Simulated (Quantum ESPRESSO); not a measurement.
Crystal: SiO2.

```xyz
6
Lattice="4.2332 0.0000 0.0000 0.0000 4.2332 0.0000 0.0000 0.0000 2.6935" Properties=species:S:1:pos:R:3 pbc="T T T"
Si    0.0000    0.0000    0.0000
Si    2.1166    2.1166    1.3467
O     3.4155    0.8177    1.3467
O     1.2989    1.2989    0.0000
O     0.8177    3.4155    1.3467
O     2.9343    2.9343    0.0000
```

The cell comes from a database or a generator and needn't be the stable form of this composition.

Base run:

- Program: Quantum ESPRESSO 7.5
- Functional: PBE
- Potentials or basis: SSSP 1.3 efficiency PBE
- Cutoff: 748 eV
- Density cutoff: 5987 eV
- k mesh: 6 × 6 × 10
- Occupations: fermi-dirac, width 0.05 eV
- Spin: no spin polarisation

Its results: band gap on the k mesh 5.04 eV, direct; pressure 0.1 GPa; largest force 0.011 eV/Å.

Question: The run is repeated on the same cell with these changes: potentials or basis from SSSP 1.3 efficiency PBE to SG15 PBE 1.2; cutoff from 748 eV to 1197 eV; density cutoff from 5987 eV to 4789 eV; k mesh from 6 × 6 × 10 to 4 × 4 × 6. What comes out?

Answer: Band gap on the k mesh 5.12 eV, direct; pressure 1.3 GPa; largest force 0.069 eV/Å.

A k mesh can miss the band edges.
